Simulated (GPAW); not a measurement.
Input of a GPAW 26.7.0 run:

The input run.py:

```python
import numpy as np
from ase.dft.bandgap import bandgap
from ase.io import read, write
from ase.units import GPa
from gpaw import GPAW, PW, setup_paths
from gpaw.spinorbit import soc_eigenstates

setup_paths.insert(0, '.')

atoms = read('CdS.cif')

calc = GPAW(mode=PW(600),
            xc='GGA_X_PW91+GGA_C_PW91',
            kpts={'size': (5, 5, 3), 'gamma': True},
            occupations={'name': 'fermi-dirac', 'width': 0.05},
            nbands=31,
            convergence={'density': 1e-05, 'energy': 1e-05},
            maxiter=150,
            txt='gpaw.txt')
atoms.calc = calc
energy = atoms.get_potential_energy()
forces = atoms.get_forces()
stress = atoms.get_stress()
calc.write('gs.gpw')
write('result.traj', atoms)
print(f'Energy: {energy:.6f} eV')
print('Forces (eV/A):')
print(forces.round(4))
print('Stress (GPa):', (stress / GPa).round(3))
print('Fermi level:', round(calc.get_fermi_level(), 4), 'eV')
print(f'Gap: {bandgap(calc)[0]:.4f} eV, direct: {bandgap(calc, direct=True)[0]:.4f} eV')

path = atoms.cell.bandpath('GMKGALHA,LM,KH', npoints=80, eps=1e-4)
bs_calc = calc.fixed_density(kpts=path, symmetry='off', nbands=51,
                             convergence={'bands': 'CBM+6.0', 'eigenstates': 1e-6}, txt='bands.txt')
bs = bs_calc.band_structure()
bs.write('bs.json')
print(f'Gap on the path: {bandgap(bs_calc)[0]:.4f} eV')

soc = soc_eigenstates(bs_calc, theta=54.7, phi=45)
np.savetxt('soc_bands.dat', soc.eigenvalues(), fmt='%.4f')
mesh = soc_eigenstates('gs.gpw', theta=54.7, phi=45)
np.savetxt('soc_mesh.dat', mesh.eigenvalues(), fmt='%.4f')
print('Fermi level with spin-orbit coupling:', round(mesh.fermi_level, 4), 'eV')
```

Contents of CdS.cif:

```cif
data_CdS
_cell_length_a 4.15000000
_cell_length_b 4.15000000
_cell_length_c 6.73700000
_cell_angle_alpha 90.00000000
_cell_angle_beta 90.00000000
_cell_angle_gamma 120.00000000
_space_group_name_H-M_alt 'P1'
_space_group_name_Hall 'P 1'
_space_group_IT_number 1
loop_
_space_group_symop_operation_xyz
'x,y,z'
loop_
_atom_site_label
_atom_site_type_symbol
_atom_site_symmetry_multiplicity
_atom_site_Wyckoff_symbol
_atom_site_fract_x
_atom_site_fract_y
_atom_site_fract_z
_atom_site_occupancy
Cd1 Cd 1 a 0.6666666667 0.3333333333 0.5000000000 1
Cd2 Cd 1 a 0.3333333333 0.6666666667 0.0000000000 1
S1 S 1 a 0.6666666667 0.3333333333 0.8750000000 1
S2 S 1 a 0.3333333333 0.6666666667 0.3750000000 1
```

Potentials or basis: PAW data sets generated in the run's folder for this functional, pw.

Run with:

```console
$ gpaw-setup -f GGA_X_PW91+GGA_C_PW91 Cd S
$ OMP_NUM_THREADS=1 python run.py
```

Question: Predict the pressure.

Answer: 1.6 GPa.

Question: Predict the band gap along the path.

Answer: 1.12 eV, direct.

Question: What does it give for the band gap on the k mesh?

Answer: 1.12 eV, direct.

Forces on the atoms (eV/Å):
```
Cd   0.000  0.000 -0.064
Cd   0.000  0.000 -0.064
S    0.000  0.000  0.064
S    0.000  0.000  0.064
```

Caveat: spin-orbit coupling was added after a scalar SCF, so levels and gaps hold it while energy, forces, pressure and moments don't; this program's spin-orbit splittings come out too wide for heavy elements.

**What was measured.**

From “Isotope dependence of band-gap energy”, 2008, arxiv:0807.2152, for a bulk crystal of CdS: band gap 2.5809 ± 0.0002 eV.

Measured gap of CdS: 2.5809 eV (quoted in “Isotope dependence of band-gap energy”, 2008, arxiv:0807.2152). This calculation gives 1.12 eV (-1.46 eV). So large a miss can be the level of theory's own, or it may mean another phase, state or a wrong row. The value is that of PW91, without temperature or zero-point motion. Semilocal functionals fall short of measured gaps as a rule.
